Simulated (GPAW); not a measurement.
# BP (F-43m) in GPAW: settings compared, part 2 of 2

GPAW 26.7.0. The steps go on from the part before.

## Step 6: Dielectric tensor, LDA

Contents of run.py:

```python
import numpy as np
from ase import Atoms
from ase.dft.bandgap import bandgap
from ase.io import write
from gpaw import GPAW, PW
from gpaw.response.df import DielectricFunction

atoms = Atoms(['P', 'B'],
              cell=[[0.0, 2.269, 2.269],
                    [2.269, 0.0, 2.269],
                    [2.269, 2.269, 0.0]],
              scaled_positions=[[0.75, 0.75, 0.75],
                                [0.0, 0.0, 0.0]],
              pbc=True)

calc = GPAW(mode=PW(600),
            xc='LDA',
            kpts={'size': (8, 8, 8), 'gamma': True},
            occupations={'name': 'fermi-dirac', 'width': 0.001},
            nbands=11,
            convergence={'density': 1e-06},
            maxiter=150,
            txt='gpaw.txt')
atoms.calc = calc
energy = atoms.get_potential_energy()
calc.write('gs.gpw')
write('result.traj', atoms)
print(f'Energy: {energy:.6f} eV')
print('Fermi level:', round(calc.get_fermi_level(), 4), 'eV')
print(f'Gap: {bandgap(calc)[0]:.4f} eV, direct: {bandgap(calc, direct=True)[0]:.4f} eV')

for size in [(18, 18, 18), (25, 25, 25)]:
    name = 'x'.join(str(n) for n in size)
    dense = calc.fixed_density(kpts={'size': size, 'gamma': True},
                               nbands=30, convergence={'bands': 24, 'eigenstates': 1e-7},
                               update_fermi_level=True, txt=f'dense-{name}.txt')
    dense.write(f'{name}.gpw', mode='all')
    df = DielectricFunction(f'{name}.gpw', frequencies=np.array([0.0]), hilbert=False, eta=0.001,
                            ecut=80, nbands=24, intraband=False, txt=f'df-{name}.txt')
    for xc in ['RPA', 'ALDA_X', 'LR0.1']:
        for direction in ['x', 'y', 'z', [0, 1, 1], [1, 0, 1], [1, 1, 0]]:
            e0, e = df.get_macroscopic_dielectric_constant(xc=xc, direction=direction)
            print(f'{name} {xc} {direction}: {e0:.4f} without, {e:.4f} with local fields')
```

Potentials or basis: the program's PAW data sets (release 1.2.1) made for this functional, pw.

Run with:

```sh
> OMP_NUM_THREADS=1 python run.py
```

gpaw.txt:

```text
__  _  _
 | _ |_)|_||  |
 |__||  | ||/\| - 26.7.0

Input parameters:
  mode=PW(ecut=600.0),
  convergence={'density': 1e-06},
  kpts=MonkhorstPack(size=(8, 8, 8), gamma=True),
  maxiter=150,
  nbands=11,
  occupations=Occupations(name='fermi-dirac', width=0.001),
  xc=XC(name='LDA')

Diagonalizing LCAO Hamiltonian
Converting LCAO to pw mode

                  P

       B

Atoms  # Å, Bohr magnetons
|   | symbol |        x |        y |        z |    initial magnetic moments |
|---|--------|----------|----------|----------|-----------------------------|
| 0 |      P | 3.403500 | 3.403500 | 3.403500 | ( 0.0000,  0.0000,  0.0000) |
| 1 |      B | 0.000000 | 0.000000 | 0.000000 | ( 0.0000,  0.0000,  0.0000) |

Unit cell  # Å
| periodic |        x |        y |        z |  lengths |    angles |
|----------|----------|----------|----------|----------|-----------|
|      yes | 0.000000 | 2.269000 | 2.269000 | 3.208851 | 60.000000 |
|      yes | 2.269000 | 0.000000 | 2.269000 | 3.208851 | 60.000000 |
|      yes | 2.269000 | 2.269000 | 0.000000 | 3.208851 | 60.000000 |

Number of symmetries: 24
Symmetry operations  # r_c * U_cc + t_c -> r_c
|    | kind |            matrix            |
|----|------|------------------------------|
|  0 |  E   |  1, 0, 0,  0, 1, 0,  0, 0, 1 |
|  1 |  σ   |  1, 0, 0,  0, 0, 1,  0, 1, 0 |
|  2 |  σ   |  1, 0,-1,  0, 1,-1,  0, 0,-1 |
|  3 |  C3  |  1, 0,-1,  0, 0,-1,  0, 1,-1 |
|  4 |  C3  |  1,-1, 0,  0,-1, 1,  0,-1, 0 |
|  5 |  σ   |  1,-1, 0,  0,-1, 0,  0,-1, 1 |
|  6 |  σ   |  0, 1, 0,  1, 0, 0,  0, 0, 1 |
|  7 |  C3  |  0, 1, 0,  0, 0, 1,  1, 0, 0 |
|  8 |  C2  |  0, 1,-1,  1, 0,-1,  0, 0,-1 |
[... 129 lines left out ...]

occupation numbers:
  Fermi-Dirac:
    width: 0.0010  # eV

poisson solver:
  ecut: 4800.0  # eV

xc functional:
  name: None

convergence criteria:
- Maximum integral of absolute [dens]ity change: 1e-06 electrons / valence electron
- Maximum [total energy] change in last 3 cyles: 0.0005 eV / valence electron
- Maximum integral of absolute [eigenst]ate change: 4e-08 eV^2 / valence electron
maximum number of iterations: 150

SCF iterations
|iter     | |      energy | eigst |  dens |
|---------|-|-------------|-------|-------|
|iter:   1| |  -15.083888 | +0.13 |       |
|iter:   2| |  -14.954826 | -2.08 | -0.69 |
|iter:   3| |  -14.364872 | -1.54 | -0.73 |
|iter:   4| |  -14.354888 | -3.03 | -1.45 |
|iter:   5| |  -14.354582 | -4.16 | -1.97 |
|iter:   6| |  -14.354585c| -5.36 | -2.57 |
|iter:   7| |  -14.354585c| -7.08 | -3.78 |
|iter:   8| |  -14.354585c| -7.55c| -4.35 |
|iter:   9| |  -14.354585c| -8.67c| -5.55 |
|iter:  10| |  -14.354585c| -9.45c| -6.24c|

Converged in 10 steps
Energy contributions relative to reference atoms: (reference = -9935.220091)

Energy contributions:
  Kinetic:          13.634516
  Coulomb:         -11.843791
  Zero:             -0.024501
  External:          0.000000
  Xc:              -16.120809
  Entropy:          -0.000000
  Spinorbit:         0.000000
  ----------------------------
  Free energy:     -14.354585
  Extrapolated:    -14.354585

dipole moment: (-3.363922, -3.363922, -3.363922)  # |e|*Ang

Fermi level: 8.919
Eigenvalues  # (at kpt = [0.000, 0.000, 0.000])
| band index |      eig [eV] | occ [0-2] |
|------------|---------------|-----------|
|          0 |        -7.395 |     2.000 |
|          1 |         8.002 |     2.000 |
|          2 |         8.002 |     2.000 |
|          3 |         8.002 |     2.000 |
|          4 |        11.381 |     0.000 |
|          5 |        11.381 |     0.000 |
|          6 |        11.381 |     0.000 |
|          7 |        15.382 |     0.000 |
|          8 |        19.301 |     0.000 |
|          9 |        20.061 |     0.000 |
|         10 |        20.061 |     0.000 |

Gap: 1.218 eV
Transition (v -> c):
  (s=0, k=0, n=3, [0.00, 0.00, 0.00]) -> (s=0, k=12, n=4, [0.38, 0.38, 0.00])
Direct/indirect transitions are different
Direct gap: 3.379 eV
Transition at: (s=0, k=0, n=3, [0.00, 0.00, 0.00])
# Writing to gs.gpw (mode='')
```

df-18x18x18.txt:

```text
FrequencyGridDescriptor(from 0.000 to 0.000 eV, 1 points)
FrequencyGridDescriptor(from 0.000 to 0.000 eV, 1 points)

Calculating chi0 body with:
    Ground state adapter containing:
    Number of spins: 1
    Number of kpoints: 5832
    Number of irreducible kpoints: 195
    Number of completely occupied states: 4
    Number of partially occupied states: 4

[... 158 lines left out ...]
      (4,1)   0.00000000  0.00000000  yes
      (4,2)   0.00000000  0.00000000  yes
      (4,3)   0.00000000  0.00000000  yes
      (4,4)   0.00005324  0.00000386  yes
      In total: 0.9999875234274644 of the surface norm square is covered on average
      In total: 0.9999875234274644 of the surface norm square could be covered on average
[... 226 lines left out ...]
Finished calculating f(G)
Calculating LR kernel with alpha = 0.1
Calculating LR kernel with alpha = 0.1
Calculating LR kernel with alpha = 0.1
Calculating LR kernel with alpha = 0.1
Calculating LR kernel with alpha = 0.1
Calculating LR kernel with alpha = 0.1
```

Run time: 3.4 min. Hardware: 1 thread of Arm Neoverse V2, shared host; peak memory 0.72 GiB.

What came out:

| Quantity | Value |
| --- | --- |
| Free energy | -14.3546 eV |
| Band gap on the k mesh | 1.22 eV, indirect (least direct gap 3.38 eV) |
| Electronic dielectric tensor (diagonal) | 8.96 |

Electronic dielectric tensor:
```
8.96 0.00 0.00
0.00 8.96 0.00
0.00 0.00 8.96
```

Caveat: the long-wavelength limit can be off by a per cent or two; an odd mesh through Γ misses points on the zone boundary, where band edges often lie.

## Step 7: The runs side by side

| task | level | potentials or basis | k mesh | cutoff (eV) | smearing | data set | band path | band points | response ecut | response k mesh | gap on the mesh (eV) |
| --- | --- | --- | --- | --- | --- | --- | --- | --- | --- | --- | --- |
| equation of state | LDA | JTH PAW 2.0, LDA, pw | 10 × 10 × 10 | 800 | fermi-dirac 0.05 eV | B jth, P jth | - | - | - | - | - |
| band structure | revPBE | the program's PAW data sets (release 1.2.1) made for this functional, pw | 10 × 10 × 10 | 800 | fermi-dirac 0.05 eV | - | GXWKGLUWLK,UX | 80 | - | - | 1.26 |
| dielectric tensor | LDA | the program's PAW data sets (release 1.2.1) made for this functional, pw | 8 × 8 × 8 | 600 | fermi-dirac 0.001 eV | - | - | - | 80 eV | 25 × 25 × 25 | 1.22 |

Alike in all rows: no spin polarisation; cell as given.

Caveats: the program truncates these outside data sets (some runs); the long-wavelength limit can be off by a per cent or two (some runs); an odd mesh through Γ misses points on the zone boundary, where band edges often lie (some runs).

Total energies depend on the potentials used, so only differences within one code and one set of settings carry meaning.

## Step 8: Against experiment

Step 2. Against the measured bulk modulus of BP, 179 GPa (300 K; “Equation of state of single-crystal cubic boron phosphide”, 2014, arxiv:1407.1677), the calculated 178 GPa is off by -0.5 %. 3 values of this kind are on record (173 to 179 GPa); this one was drawn at random among those near their median, those with a stated uncertainty first. The fit is for a static lattice scaled at fixed shape and fixed fractional positions.
